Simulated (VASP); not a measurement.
The system is MgS.

```
CELL_PARAMETERS angstrom
3.26282 0.00000 0.00000
0.00000 3.26282 0.00000
0.00000 0.00000 3.26282
ATOMIC_POSITIONS crystal
Mg 0.00000 0.00000 0.00000
S 0.50000 0.50000 0.50000
```

The cell was built by a generator and needn't be a form met in nature.

Base run:

```yaml
Program: VASP 6.6.1
Functional: PBEsol
Potentials_or_basis: VASP PAW PBE potentials, release 64 (Mg, S)
Cutoff: 520 eV
k_mesh: 6 × 6 × 6
Occupations: fermi-dirac, width 0.02 eV
Spin: no spin polarisation
```

Its results: band gap on the k mesh none (metal or under the smearing width); pressure -1.8 GPa.

The run is repeated on the same cell with these changes: functional from PBEsol to HSE06; k mesh from 6 × 6 × 6 to 4 × 4 × 4. What comes out?

Band gap on the k mesh 0.02 eV, direct; pressure -0.7 GPa.

Several settings changed at once, so the effect can't be laid on one alone.

Caveats: some runs use coarse meshes; the PAW data sets were made with another functional, which shifts forces and pressure a little.

A k mesh can miss the band edges.
